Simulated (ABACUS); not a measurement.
**CaF2 (Fluorite): equation of state with PBEsol**

Crystal: CaF2 (Fluorite).

```
CELL_PARAMETERS angstrom
0.00000 2.73100 2.73100
2.73100 0.00000 2.73100
2.73100 2.73100 0.00000
ATOMIC_POSITIONS crystal
Ca 0.00000 0.00000 0.00000
F 0.75000 0.75000 0.75000
F 0.25000 0.25000 0.25000
```

```yaml
Program: ABACUS 3.10.1
Task: equation of state
Functional: PBEsol
Potentials_or_basis: PseudoDojo NC SR 0.4.1 PBEsol standard
Cutoff: 1143 eV
Density_cutoff: 4572 eV
Basis: plane waves
k_mesh: 6 × 6 × 6
Occupations: fermi-dirac, width 0.05 eV
Spin: no spin polarisation
```

```
Equilibrium volume                      : 13.23 Å³/atom
Bulk modulus                            : 87 GPa
Pressure derivative of the bulk modulus : 4.5
```

Energy against volume, from the lowest point:
```tsv
volume (Å³/atom)	energy (meV/atom)
12.764	4.62
13.036	0.67
13.308	0.00
13.579	2.26
13.851	7.13
14.122	14.33
14.394	23.61
```

All runs of the series together: 19 s on 4 threads of AMD EPYC 9R45 96-Core Processor (Zen 5), with other jobs on the host.
